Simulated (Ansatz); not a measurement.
**SnSe (Fm-3m), tetragonal deformation path**

Computed with DFT PBEsol, scalar-relativistic, plane waves, PAW (Ansatz 0.2.0). Cutoff 420 eV, Γ-centred 10×10×10 k-points, Gaussian smearing of 0.05 eV. No spin polarisation. Energies are free energies at this smearing, counted from the undisturbed cell; pressure is positive in compression.

The undisturbed cell (relaxed at this level; with this scan's settings it stands at 0.1 GPa; this rock-salt form isn't the usual structure):

```
Sn Se
1.0
     0.00000    2.97275    2.97275
     2.97275    0.00000    2.97275
     2.97275    2.97275    0.00000
Sn Se
1 1
Direct
  0.00000 0.00000 0.00000
  0.50000 0.50000 0.50000
```

At fixed volume and fractional coordinates, lengths along (0.000, 0.000, 1.000) are scaled against those across it; ρ is that ratio over its starting value.

```csv
ρ,ΔE (meV/atom),gap on the mesh (eV)
0.650,1708.3,0.00
0.707,1026.2,0.00
0.780,517.9,0.00
0.850,224.6,0.00
0.920,56.7,0.19
0.960,13.0,0.35
1.000,0.0,0.47
1.050,16.7,0.27
1.100,60.2,0.04
1.200,192.8,0.00
1.300,361.7,0.00
1.414,576.9,0.00
1.500,743.4,0.00
```

Where the gap reads zero the k-mesh, chosen for the insulator, is on the coarse side.